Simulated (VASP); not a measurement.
# MoS2 (P6_3/mmc) in VASP: further runs

Aim: see how the results for MoS2 move with the level of theory and the settings. Levels: rev-vdW-DF2, PBE+D3(BJ). Tasks: relaxation of cell and atoms.

Program: VASP 6.6.1. These are calculated values, not measurements. Logs are shortened: lines on timing, memory, paths and dates and some standing lists are left out, and cuts for length are marked.

### Step 1. Starting point

Symmetry: P6_3/mmc, No. 194, hexagonal system. The conventional cell has a = 3.169 Å, b = 3.169 Å, c = 12.324 Å, α = 90.00°, β = 90.00°, γ = 120.00°. Mo (site symmetry -6m2) is surrounded by 6 S at 2.41 Å. Around S (site symmetry 3m) lie 3 Mo at 2.41 Å.

### Step 2. Relaxation of cell and atoms, rev-vdW-DF2

INCAR

```
PREC = Accurate ; ENCUT = 600
EDIFF = 1E-6 ; ISMEAR = 0
SIGMA = 0.03 ; LREAL = F
LASPH = T ; NELM = 80
ALGO = Normal ; ISIF = 3
LWAVE = F ; LCHARG = F
GGA = MK ; LUSE_VDW = T
AGGAC = 0.0 ; PARAM1 = 0.1234
PARAM2 = 0.711357 ; ZAB_VDW = -1.8867
IBRION = 2 ; NSW = 90
EDIFFG = -0.01 ; KPAR = 2
```

KPOINTS

```
Automatic mesh
0
Gamma
  12 12 3
```

POSCAR

```
MoS2
1.0
    3.1690000000      0.0000000000      0.0000000000
   -1.5845000000      2.7444345046      0.0000000000
    0.0000000000      0.0000000000     12.3240000000
Mo S
2 4
Direct
    0.3333333333      0.6666666667      0.2500000000
    0.6666666667      0.3333333333      0.7500000000
    0.3333333333      0.6666666667      0.6230000000
    0.6666666667      0.3333333333      0.1230000000
    0.3333333333      0.6666666667      0.8770000000
    0.6666666667      0.3333333333      0.3770000000
```

Potentials or basis: VASP PAW PBE potentials, release 64 (Mo_sv, S).

Run with:

```console
cat potpaw_PBE.64/Mo_sv/POTCAR potpaw_PBE.64/S/POTCAR > POTCAR
mpirun -np 2 vasp_std > vasp.out
```

OUTCAR:

```text
PREC = Accurate
   ENCUT = 600
   EDIFF = 1E-6
   ISMEAR = 0
   LREAL = F
   LASPH = T
   NELM = 80
   ISIF = 3
   GGA = MK
   IBRION = 2
   NSW = 90
   EDIFFG = -0.01

 ion  position               nearest neighbor table
   1  0.333  0.667  0.250-   4 2.41   6 2.41   4 2.41   6 2.41   4 2.41   6 2.41
   2  0.667  0.333  0.750-   3 2.41   5 2.41   3 2.41   5 2.41   3 2.41   5 2.41
   3  0.333  0.667  0.623-   2 2.41   2 2.41   2 2.41
   4  0.667  0.333  0.123-   1 2.41   1 2.41   1 2.41
   5  0.333  0.667  0.877-   2 2.41   2 2.41   2 2.41
   6  0.667  0.333  0.377-   1 2.41   1 2.41   1 2.41

  LATTYP: Found a hexagonal cell.
 ALAT       =     3.1690000000
 C/A-ratio  =     3.8889239508

  Lattice vectors:

 A1 = (   3.1690000000,   0.0000000000,   0.0000000000)
 A2 = (  -1.5845000000,   2.7444345046,   0.0000000000)
 A3 = (   0.0000000000,   0.0000000000,  12.3240000000)

Analysis of symmetry for initial positions (statically):
=====================================================================
 Subroutine PRICEL returns:
 Original cell was already a primitive cell.

 Routine SETGRP: Setting up the symmetry group for a
 hexagonal supercell.

 Subroutine GETGRP returns: Found 24 space group operations
 (whereof 12 operations were pure point group operations)
 out of a pool of 24 trial point group operations.

The static configuration has the point symmetry D_3d.
 The point group associated with its full space group is D_6h.

Analysis of symmetry for dynamics (positions and initial velocities):
=====================================================================
 Subroutine PRICEL returns:
 Original cell was already a primitive cell.

 Routine SETGRP: Setting up the symmetry group for a
 hexagonal supercell.

 Subroutine GETGRP returns: Found 24 space group operations
 (whereof 12 operations were pure point group operations)
 out of a pool of 24 trial point group operations.

The dynamic configuration has the point symmetry D_3d.
 The point group associated with its full space group is D_6h.

 Subroutine INISYM returns: Found 24 space group operations
 (whereof 12 operations are pure point group operations),
 and found     1 'primitive' translations

----------------------------------------------------------------------------------------

                                     Primitive cell

  volume of cell :     107.1832

  direct lattice vectors                    reciprocal lattice vectors
     3.169000000  0.000000000  0.000000000     0.315556958  0.182186895  0.000000000
    -1.584500000  2.744434505  0.000000000     0.000000000  0.364373789  0.000000000
     0.000000000  0.000000000 12.324000000     0.000000000  0.000000000  0.081142486

  length of vectors
     3.169000000  3.169000000 12.324000000     0.364373789  0.364373789  0.081142486

  position of ions in fractional coordinates (direct lattice)
     0.333333333  0.666666667  0.250000000
     0.666666667  0.333333333  0.750000000
     0.333333333  0.666666667  0.623000000
     0.666666667  0.333333333  0.123000000
     0.333333333  0.666666667  0.877000000
     0.666666667  0.333333333  0.377000000

  ion indices of the primitive-cell ions
   primitive index   ion index
                 1           1
                 2           2
                 3           3
                 4           4
                 5           5
                 6           6

----------------------------------------------------------------------------------------

 KPOINTS: Automatic mesh

Automatic generation of k-mesh.
 Grid dimensions read from file:
 generate k-points for:   12   12    3

 Generating k-lattice:

  Cartesian coordinates                     Fractional coordinates (reciprocal lattice)
     0.026296413  0.015182241  0.000000000     0.083333333  0.000000000  0.000000000
     0.000000000  0.030364482  0.000000000     0.000000000  0.083333333  0.000000000
     0.000000000  0.000000000  0.027047495     0.000000000  0.000000000  0.333333333

  Length of vectors
     0.030364482  0.030364482  0.027047495

  Shift w.r.t. Gamma in fractional coordinates (k-lattice)
     0.000000000  0.000000000  0.000000000

 Subroutine IBZKPT returns following result:
 ===========================================

 Found     38 irreducible k-points:

 Following reciprocal coordinates:
            Coordinates               Weight
  0.000000  0.000000  0.000000      1.000000
  0.083333  0.000000  0.000000      6.000000
  0.166667 -0.000000  0.000000      6.000000
  0.250000 -0.000000  0.000000      6.000000
  0.333333 -0.000000  0.000000      6.000000
  0.416667 -0.000000  0.000000      6.000000
[... 16 lines left out ...]
  0.250000 -0.000000  0.333333     12.000000
  0.333333 -0.000000  0.333333     12.000000
 [... further k-points ...]
   k-points           NKPTS =     38   k-points in BZ     NKDIM =     38   number of bands    NBANDS=     31
   number of dos      NEDOS =    301   number of ions     NIONS =      6
   total plane-waves  NPLWV =  76832
   dimension x,y,z NGX =    28 NGY =   28 NGZ =   98
   dimension x,y,z NGXF=    56 NGYF=   56 NGZF=  196
   ions per type =               2   4
   NGX,Y,Z   is equivalent  to a cutoff of  14.69, 14.69, 13.22 a.u.
   NGXF,Y,Z  is equivalent  to a cutoff of  29.38, 29.38, 26.44 a.u.
 SYSTEM =  unknown system
   PREC   = accura    normal or accurate (medium, high low for compatibility)
   ISTART =      0    job   : 0-new  1-cont  2-samecut
   ICHARG =      2    charge: 1-file 2-atom 10-const
   ISPIN  =      1    spin polarized calculation?
   LNONCOLLINEAR =      F non collinear calculations
   LSORBIT =      F    spin-orbit coupling
   LASPH  =      T    aspherical Exc in radial PAW
   ENCUT  =  600.0 eV  44.10 Ry    6.64 a.u.   6.33  6.33 24.61*2*pi/ulx,y,z
   NELM   =     80;   NELMIN=  2; NELMDL= -5     # of ELM steps
   EDIFF  = 0.1E-05   stopping-criterion for ELM
   LREAL  =      F    real-space projection
   EDIFFG = -.1E-01   stopping-criterion for IOM
   NSW    =     90    number of steps for IOM
   IBRION =      2    ionic relax: 0-MD 1-quasi-New 2-CG
   NFREE  =      1    steps in history (QN), initial steepest desc. (CG)
   ISIF   =      3    stress and relaxation
   ISYM   =      2    0-nonsym 1-usesym 2-fastsym
   POTIM  = 0.5000    time-step for ionic-motion
   TEBEG  =    0.0;   TEEND  =   0.0 temperature during run
   PSTRESS=    0.0 pullay stress
   NELECT =      52.0000    total number of electrons
   NUPDOWN=      -1.0000    fix difference up-down
   EMIN   =  10.00;   EMAX   =-10.00  energy-range for DOS
   EFERMI =   0.00;   METHOD = LEGACY
   ISMEAR =     0;   SIGMA  =   0.03  broadening in eV -4-tet -1-fermi 0-gaus
   EFERMI_NEDOS =   21; number of points for ismear=-14 and -15
   IALGO  =     38    algorithm
   IMIX   =      4    mixing-type and parameters
     AMIX     =   0.40;   BMIX     =  1.00
     AMIX_MAG =   1.60;   BMIX_MAG =  1.00
  volume/ion in A,a.u.               =      17.86       120.55
  Fermi-wavevector in a.u.,A,eV,Ry     =   1.286373  2.430893 22.514325  1.654756
  Thomas-Fermi vector in A             =   2.418452
   LORBIT       =      0    0 simple, 1 ext, 2 COOP (PROOUT), +10 PAW based schemes
   GGA     = MK    functional components
   LHFCALC =     F    Hartree Fock is set to
   AEXX    =    0.0000 exact exchange contribution
   IVDW_NL    =     1    kernel type
   BPARAM     = 6.3000
   IVDW    =     0    specifies the selected vdW correction
   LEPSILON=     F    determine dielectric tensor
   LRPA    =     F    only Hartree local field effects (RPA)
 conjugate gradient relaxation of ions
 non-spin polarized calculation
 Gauss-broadening in eV      SIGMA  =   0.03
  energy-cutoff  :      600.00
  volume of cell :      107.18
 maximum number of plane-waves:      3603
 NGX is ok and might be reduce to    28
   NGX = 13   NGY = 13   NGZ = 49

--------------------------------------- Ionic step        1  -------------------------------------------

 number of electron      52.0000000 magnetization

 Free energy of the ion-electron system (eV)
  ---------------------------------------------------
  ext. energy  EPLUGINS =         0.00000000
  ---------------------------------------------------
  free energy    TOTEN  =       -33.60109006 eV

  energy without entropy =      -33.60109006  energy(sigma->0) =      -33.60109006

------------------------ aborting loop because EDIFF is reached ----------------------------------------

  FORCE on cell =-STRESS in cart. coord.  units (eV):
  Direction    XX          YY          ZZ          XY          YZ          ZX
  --------------------------------------------------------------------------------------
  -------------------------------------------------------------------------------------
  Total        0.0431182      0.0431182      0.3523470      0.0000000      0.0000000     -0.0000000
  in kB        0.6445321      0.6445321      5.2668909      0.0000000      0.0000000     -0.0000000
  external PRESSURE =       2.1853184 kB  Pullay stress =       0.0000000 kB
[... 111 lines left out ...]
Total vdW correction in eV:      6.2663958

--------------------------------------- Ionic step        4  -------------------------------------------

 number of electron      52.0000000 magnetization

 Free energy of the ion-electron system (eV)
  ---------------------------------------------------
  ext. energy  EPLUGINS =         0.00000000
  ---------------------------------------------------
  free energy    TOTEN  =       -33.60147637 eV

  energy without entropy =      -33.60147637  energy(sigma->0) =      -33.60147637

 E-fermi :   7.5276     XC(G=0): -10.9180

 val. band max:        7.3744426067   @ k =   0.0000   0.0000   0.0000
 cond. band min:       8.2396077775   @ k =   0.1667   0.1667   0.0000
 fundamental gap:      0.8651651708
 Fermi energy:         7.5276412579

 k-point     1 :       0.0000    0.0000    0.0000
  band No.  band energies     occupation
      1     -54.0900      2.00000
      2     -54.0900      2.00000
      3     -28.2615      2.00000
      4     -28.2614      2.00000
      5     -28.0380      2.00000
      6     -28.0380      2.00000
[... 805 lines left out ...]
     30       9.2282      0.00000
     31      10.1043      0.00000

 [... further k-points ...]

------------------------ aborting loop because EDIFF is reached ----------------------------------------

  FORCE on cell =-STRESS in cart. coord.  units (eV):
  Direction    XX          YY          ZZ          XY          YZ          ZX
  --------------------------------------------------------------------------------------
  -------------------------------------------------------------------------------------
  Total        0.0125436      0.0125436      0.0082792      0.0000000     -0.0000000      0.0000000
  in kB        0.1873996      0.1873996      0.1236895      0.0000000     -0.0000000      0.0000000
  external PRESSURE =       0.1661629 kB  Pullay stress =       0.0000000 kB
[... 21 lines left out ...]
  FREE ENERGIE OF THE ION-ELECTRON SYSTEM (eV)
  ---------------------------------------------------
  free  energy   TOTEN  =       -33.6014763742 eV

  energy  without entropy=      -33.6014763742  energy(sigma->0) =      -33.60147637

Total vdW correction in eV:      6.2625128

 reached required accuracy - stopping structural energy minimisation
```

Wall time 12 min (2 MPI ranks of Intel Xeon Platinum 8488C (Sapphire Rapids), shared host); peak memory 0.71 GiB.

What came out:

```yaml
Free_energy: -33.6015 eV
Relaxed_volume: 17.87 Å³/atom
Relaxed_cell: a = 3.168 Å, b = 3.168 Å, c = 12.342 Å, α = 90.00°, β = 90.00°, γ = 120.00°
Space_group_after_relaxing_to_0.05_Å: P6_3/mmc (No. 194)
Energy_gained_by_relaxing: 0.1 meV/atom
Ionic_steps: 4
Pressure_after_relaxing: 0.0 GPa
Band_gap_on_the_k_mesh: 0.87 eV, indirect (least direct gap 1.67 eV)
```

Step by step:
| step | energy change (eV) | largest force (eV/Å) | pressure (GPa) | volume (Å³) |
| --- | --- | --- | --- | --- |
| 1 | 0.0000 | 0.0561 | 0.22 | 107.18 |
| 2 | 0.0004 | 0.0803 | -0.57 | 107.56 |
| 3 | -0.0003 | 0.0010 | -0.07 | 107.33 |
| 4 | -0.0004 | 0.0007 | 0.02 | 107.24 |

Final structure:
```
CELL_PARAMETERS angstrom
3.16753 0.00000 0.00000
-1.58377 2.74316 0.00000
0.00000 0.00000 12.34219
ATOMIC_POSITIONS crystal
Mo 0.33333 0.66667 0.25000
Mo 0.66667 0.33333 0.75000
S 0.33333 0.66667 0.62290
S 0.66667 0.33333 0.12290
S 0.33333 0.66667 0.87710
S 0.66667 0.33333 0.37710
```

Levels at points of the mesh, in eV from the valence-band top:
| k point | band 24 | band 25 | band 26 | band 27 | band 28 | band 29 |
| --- | --- | --- | --- | --- | --- | --- |
| (0.00, 0.00, 0.00) | -1.17 | -1.17 | 0.00 | 2.13 | 2.13 | 2.16 |
| (0.50, 0.00, 0.00) | -1.48 | -1.37 | -1.25 | 1.61 | 1.66 | 1.99 |

Caveat: the PAW data sets were made with another functional, which shifts forces and pressure a little; an odd mesh through Γ misses points on the zone boundary, where band edges often lie.

### Step 3. Relaxation of cell and atoms, rev-vdW-DF2

INCAR: that of step 2 with these lines changed.

```diff
@@ -1,3 +1,3 @@
 PREC = Accurate ; ENCUT = 600
-EDIFF = 1E-6 ; ISMEAR = 0
+EDIFF = 1E-7 ; ISMEAR = 0
 SIGMA = 0.03 ; LREAL = F
@@ -10,2 +10,2 @@
 IBRION = 2 ; NSW = 90
-EDIFFG = -0.01 ; KPAR = 2
+EDIFFG = -0.005 ; KPAR = 2
```

KPOINTS is that of step 2.

POSCAR

```
MoS2                                    
1.0
    3.1675334954     -0.0000000000     -0.0000000000
   -1.5837667477      2.7431644744      0.0000000000
   -0.0000000000      0.0000000000     12.3421891146
  Mo              S             
     2     4
Direct
     0.3333333332999970    0.6666666667000030    0.2500000000000000
     0.6666666667000030    0.3333333332999970    0.7500000000000000
     0.3333333332999970    0.6666666667000030    0.6228959122189894
     0.6666666667000030    0.3333333332999970    0.1228959122189895
     0.3333333332999970    0.6666666667000030    0.8771040877810106
     0.6666666667000030    0.3333333332999970    0.3771040877810106
```

Potentials or basis: VASP PAW PBE potentials, release 64 (Mo_sv, S).

Run with:

```console
cat potpaw_PBE.64/Mo_sv/POTCAR potpaw_PBE.64/S/POTCAR > POTCAR
mpirun -np 2 vasp_std > vasp.out
```

Run time: 3.7 min. Hardware: 2 MPI ranks of Intel Xeon Platinum 8488C (Sapphire Rapids), shared host; peak memory 0.72 GiB.

Results (log left out):

* Free energy: -33.6015 eV
* Pressure after relaxing: 0.0 GPa
* Band gap on the k mesh: 0.87 eV, indirect (least direct gap 1.67 eV)

Final structure:
```yaml
crystal:
  lattice:
    - [3.16753, 0.00000, 0.00000]
    - [-1.58377, 2.74316, 0.00000]
    - [0.00000, 0.00000, 12.34219]
  atoms:
    - { symbol: Mo, position: [0.33333, 0.66667, 0.25000] }
    - { symbol: Mo, position: [0.66667, 0.33333, 0.75000] }
    - { symbol: S, position: [0.33333, 0.66667, 0.62290] }
    - { symbol: S, position: [0.66667, 0.33333, 0.12290] }
    - { symbol: S, position: [0.33333, 0.66667, 0.87710] }
    - { symbol: S, position: [0.66667, 0.33333, 0.37710] }
```

Levels at points of the mesh, in eV from the valence-band top:
| k point | band 22 | band 23 | band 24 | band 25 | band 26 | band 27 | band 28 | band 29 | band 30 | band 31 |
| --- | --- | --- | --- | --- | --- | --- | --- | --- | --- | --- |
| (0.00, 0.00, 0.00) | -2.08 | -2.08 | -1.17 | -1.17 | 0.00 | 2.13 | 2.13 | 2.16 | 2.16 | 2.27 |
| (0.50, 0.00, 0.00) | -2.46 | -1.69 | -1.48 | -1.37 | -1.25 | 1.61 | 1.66 | 1.99 | 2.26 | 2.85 |

Caveat: the relaxation stopped at its first step, so nothing moved; the PAW data sets were made with another functional, which shifts forces and pressure a little; an odd mesh through Γ misses points on the zone boundary, where band edges often lie.

### Step 4. Relaxation of cell and atoms, PBE+D3(BJ)

INCAR

```
ALGO = Normal ; EDIFF = 1E-6
EDIFFG = -0.01 ; ENCUT = 600
GGA = PE ; IBRION = 2
ISIF = 3 ; ISMEAR = 0
IVDW = 12 ; KPAR = 2
LASPH = True ; LCHARG = False
LREAL = False ; LWAVE = False
NELM = 80 ; NSW = 90
PREC = Accurate ; SIGMA = 0.03
```

KPOINTS

```
k-points
0
Gamma
  12 12 3
```

POSCAR

```
MoS2
1.0
    3.1690000000      0.0000000000      0.0000000000
   -1.5845000000      2.7444345046      0.0000000000
    0.0000000000      0.0000000000     12.3240000000
Mo S
2 4
Direct
    0.3333333333      0.6666666667      0.2500000000
    0.6666666667      0.3333333333      0.7500000000
    0.3333333333      0.6666666667      0.6230000000
    0.6666666667      0.3333333333      0.1230000000
    0.3333333333      0.6666666667      0.8770000000
    0.6666666667      0.3333333333      0.3770000000
```

Run with:

```console
cat potpaw_PBE.64/Mo_sv/POTCAR potpaw_PBE.64/S/POTCAR > POTCAR
mpirun -np 2 vasp_std > vasp.out
```

Wall time 7.8 min (2 MPI ranks of Intel Xeon Platinum 8488C (Sapphire Rapids), shared host); peak memory 0.34 GiB.

Results (log left out):

```
Free energy                            : -46.1731 eV
Relaxed volume                         : 17.30 Å³/atom
Relaxed cell                           : a = 3.149 Å, b = 3.149 Å, c = 12.089 Å, α = 90.00°, β = 90.00°, γ = 120.00°
Space group after relaxing (to 0.05 Å) : P6_3/mmc (No. 194)
Energy gained by relaxing              : 2.8 meV/atom
Ionic steps                            : 11
Pressure after relaxing                : 0.0 GPa
Band gap on the k mesh                 : 0.80 eV, indirect (least direct gap 1.71 eV)
Dispersion energy per atom             : -0.438 eV
```

Step by step:
```csv
step,energy change (eV),largest force (eV/Å),pressure (GPa),volume (Å³)
1,0.0000,0.0753,-2.05,107.18
2,0.0163,0.5260,3.47,103.67
3,-0.0088,0.1417,-0.09,105.86
4,-0.0114,0.0580,-0.06,105.44
5,-0.0115,0.0366,-0.07,105.33
6,-0.0130,0.0355,-0.03,105.08
7,-0.0160,0.0313,0.07,104.31
8,-0.0149,0.0206,0.41,102.76
9,-0.0168,0.0313,0.21,103.72
10,-0.0145,0.1359,-1.02,104.15
11,-0.0169,0.0015,-0.01,103.80
```

Final structure:
```
CELL_PARAMETERS angstrom
3.14878 0.00000 0.00000
-1.57439 2.72692 0.00000
0.00000 0.00000 12.08852
ATOMIC_POSITIONS crystal
Mo 0.33333 0.66667 0.25000
Mo 0.66667 0.33333 0.75000
S 0.33333 0.66667 0.62053
S 0.66667 0.33333 0.12053
S 0.33333 0.66667 0.87947
S 0.66667 0.33333 0.37947
```

Levels at points of the mesh, in eV from the valence-band top:
```csv
k point,band 24,band 25,band 26,band 27,band 28,band 29
"(0.00, 0.00, 0.00)",-1.27,-1.11,0.00,2.09,2.09,2.13
"(0.50, 0.00, 0.00)",-1.52,-1.49,-1.33,1.62,1.68,2.00
```

Caveat: an odd mesh through Γ misses points on the zone boundary, where band edges often lie.
